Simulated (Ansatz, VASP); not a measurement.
CdS (Greenockite) in VASP and in Ansatz

Contents of POSCAR:

```
CdS
1.0
    4.1500000000      0.0000000000      0.0000000000
   -2.0750000000      3.5940054257      0.0000000000
    0.0000000000      0.0000000000      6.7370000000
Cd S
2 2
Direct
    0.6666666667      0.3333333333      0.5000000000
    0.3333333333      0.6666666667      0.0000000000
    0.6666666667      0.3333333333      0.8750000000
    0.3333333333      0.6666666667      0.3750000000
```

Contents of INCAR.step1:

```
SYSTEM = CdS
ALGO = Normal
EDIFF = 1E-5
ENCUT = 520
GGA = PE
ISIF = 2
ISMEAR = -1
LASPH = .True.
LCHARG = .False.
LREAL = .False.
LWAVE = .True.
NELM = 60
PREC = Accurate
SIGMA = 0.05
```

Contents of INCAR.step2:

```
SYSTEM = CdS
AEXX = 0.2
AGGAC = 0.81
AGGAX = 0.72
ALDAC = 0.19
ALGO = Normal
EDIFF = 1E-6
ENCUT = 520
GGA = B3
ISIF = 2
ISMEAR = -1
ISTART = 1
LASPH = .True.
LCHARG = .False.
LHFCALC = .True.
LREAL = .False.
LWAVE = .False.
NELM = 60
PREC = Accurate
PRECFOCK = Fast
SIGMA = 0.05
```

Contents of KPOINTS:

```
k-points
0
Gamma
  4 4 2
  0 0 0
```

KPOINTS_OPT

```
path GMKGALHA,LM,KH
10
line-mode
reciprocal
 0.0000000000  0.0000000000  0.0000000000  G
 0.5000000000  0.0000000000  0.0000000000  M

 0.5000000000  0.0000000000  0.0000000000  M
 0.3333333333  0.3333333333  0.0000000000  K

 0.3333333333  0.3333333333  0.0000000000  K
 0.0000000000  0.0000000000  0.0000000000  G

 0.0000000000  0.0000000000  0.0000000000  G
 0.0000000000  0.0000000000  0.5000000000  A

 0.0000000000  0.0000000000  0.5000000000  A
 0.5000000000  0.0000000000  0.5000000000  L

 0.5000000000  0.0000000000  0.5000000000  L
 0.3333333333  0.3333333333  0.5000000000  H

 0.3333333333  0.3333333333  0.5000000000  H
 0.0000000000  0.0000000000  0.5000000000  A

 0.5000000000  0.0000000000  0.5000000000  L
 0.5000000000  0.0000000000  0.0000000000  M

 0.3333333333  0.3333333333  0.0000000000  K
 0.3333333333  0.3333333333  0.5000000000  H
```

Contents of input.yaml:

```yaml
crystal:
  lattice:
    - [4.15, 0.0, 0.0]
    - [-2.075, 3.5940054257, 0.0]
    - [0.0, 0.0, 6.737]
  atoms:
    - { symbol: Cd, position: [0.6666666667, 0.3333333333, 0.5] }
    - { symbol: Cd, position: [0.3333333333, 0.6666666667, 0.0] }
    - { symbol: S, position: [0.6666666667, 0.3333333333, 0.875] }
    - { symbol: S, position: [0.3333333333, 0.6666666667, 0.375] }
hamiltonian:
  xc: b3lyp
  pseudopotentials: { kind: paw }
kpoints:
  mp_grid: { grid: [4, 4, 2] }
  band_path:
    path:
      - [[0.0, 0.0, 0.0], [0.5, 0.0, 0.0], [0.3333333333, 0.3333333333, 0.0], [0.0, 0.0, 0.0], [0.0, 0.0, 0.5], [0.5, 0.0, 0.5], [0.3333333333, 0.3333333333, 0.5], [0.0, 0.0, 0.5]]
      - [[0.5, 0.0, 0.5], [0.5, 0.0, 0.0]]
      - [[0.3333333333, 0.3333333333, 0.0], [0.3333333333, 0.3333333333, 0.5]]
    npoints: 4
scf:
  occupations: { method: fermi_dirac, width: 0.05 }
  n_extra_bands: 10
output:
  forces: true
  stress: true
  eigenvalues: true
  fatbands: false
  write_density: true
  write_potential: true
  elf: true
  volumetric_format: npy
```

Alike in both runs: task band structure; functional B3LYP; k mesh 4 × 4 × 2; occupations fermi-dirac, width 0.05 eV; no spin polarisation.

|  | VASP | Ansatz |
| --- | --- | --- |
| version | VASP 6.6.1 | Ansatz 0.2.0 |
| potentials or method | VASP PAW PBE potentials, release 64 (Cd, S) | Ansatz PAW |
| plane-wave cutoff (eV) | 520 | 420 |
| valence electrons in the cell | 36 | 52 |

Ansatz gave:

| Property | Result |
| --- | --- |
| gap on the k mesh at the Fermi level (eV) | 2.49 |
| least direct gap on the mesh (eV) | 2.49 |
| pressure (GPa) | 3.6 |
| largest component of the traceless stress (GPa) | 0.37 |
| rms of the force components (eV/Å) | 0.033 |

Task: Estimate VASP's values.

Result: gap on the k mesh at the Fermi level (eV): 2.55; least direct gap on the mesh (eV): 2.55; pressure (GPa): 3.9; largest component of the traceless stress (GPa): 0.39; rms of the force components (eV/Å): 0.034.

Atom by atom the forces differ by 0.001 eV/Å (rms over components). The functional is the same, so the differences come from potentials, cutoffs and numerics. The two sets of potentials don't hold the same shells in valence.

Caveats: the k mesh is coarse (spacing up to 0.47 Å⁻¹), so the values aren't converged, least of all with exact exchange; an unscreened hybrid on a path of extra k points without a Coulomb cutoff has errors near the mesh points, so the bands along the path aren't reliable (VASP); the PAW data sets were made with another functional, which shifts forces and pressure a little (VASP); the PAW data sets come from PBE, with cores solved anew for the run's functional, which leaves a small shift of forces and pressure (Ansatz); the thresholds are loose for stress (Ansatz).
